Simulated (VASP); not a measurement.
# C₂H₄ClF: harmonic vibrations of a molecule

C₂H₄ClF, molecule in box, 8 atoms in the cell. PBE, harmonic vibrations; PAW potentials C, F, Cl, H (PBE set).

## Input

INCAR.step1:
```
SYSTEM = H4C2ClF
PREC = Accurate
ENCUT = 400
EDIFF = 1E-8
ISMEAR = 0
SIGMA = 0.01
ISYM = 0
LREAL = .False.
LASPH = .True.
NELM = 100
ALGO = Normal
LWAVE = .False.
LCHARG = .False.
IBRION = 2
NSW = 60
ISIF = 2
EDIFFG = -0.002
POTIM = 0.5
```

INCAR.step2, as INCAR.step1 but for:
```
- IBRION = 2
- NSW = 60
- ISIF = 2
- EDIFFG = -0.002
- POTIM = 0.5
+ IBRION = 5
+ NFREE = 2
+ POTIM = 0.015
+ NSW = 1
```

KPOINTS:
```
k-points
0
Gamma
  1 1 1
```

POSCAR.step1:
```
H4C2ClF
1.0
   11.0000000000      0.0000000000      0.0000000000
    0.0000000000     12.0000000000      0.0000000000
    0.0000000000      0.0000000000     12.0000000000
C F Cl H
2 1 1 4
Direct
    0.5000136400      0.5791458300      0.5177000000
    0.4929863600      0.4557958300      0.5363833300
    0.5910681800      0.4206208300      0.5961916700
    0.4904500000      0.3820875000      0.4073833300
    0.4208681800      0.6076791700      0.4711083300
    0.5023681800      0.6214125000      0.5982833300
    0.5821227300      0.5996791700      0.4711166700
    0.4112954500      0.4299791700      0.5809916700
```

Commands (each step's output is kept before the next begins):
```
cat potpaw_PBE.64/C/POTCAR potpaw_PBE.64/F/POTCAR potpaw_PBE.64/Cl/POTCAR potpaw_PBE.64/H/POTCAR > POTCAR
cp INCAR.step1 INCAR
cp POSCAR.step1 POSCAR
mpirun -np 4 vasp_gam > vasp.out
cp CONTCAR POSCAR
cp INCAR.step2 INCAR
mpirun -np 4 vasp_gam > vasp.out
```

## Result

- Vibrations (cm⁻¹; a negative value is imaginary): 3081, 3066, 3025, 2990, 1434, 1430, 1361, 1312, 1250, 1096, 1073, 999, 865, 656, 460, 359, 313, 238
- Zero-point energy (eV): 1.550
- Translations and rotations, which should read zero (cm⁻¹): -22, -8, -1, 6, 13, 18
- Vibrational entropy at 298 K (meV/K): 0.257
- Displaced cells: 48
- Ionic steps, all stages: 81
- Electronic steps, all stages: 1290

VASP 6.6.1 took 979 s on 4 cores (Intel Xeon Platinum 8488C (Sapphire Rapids)), a shared host.
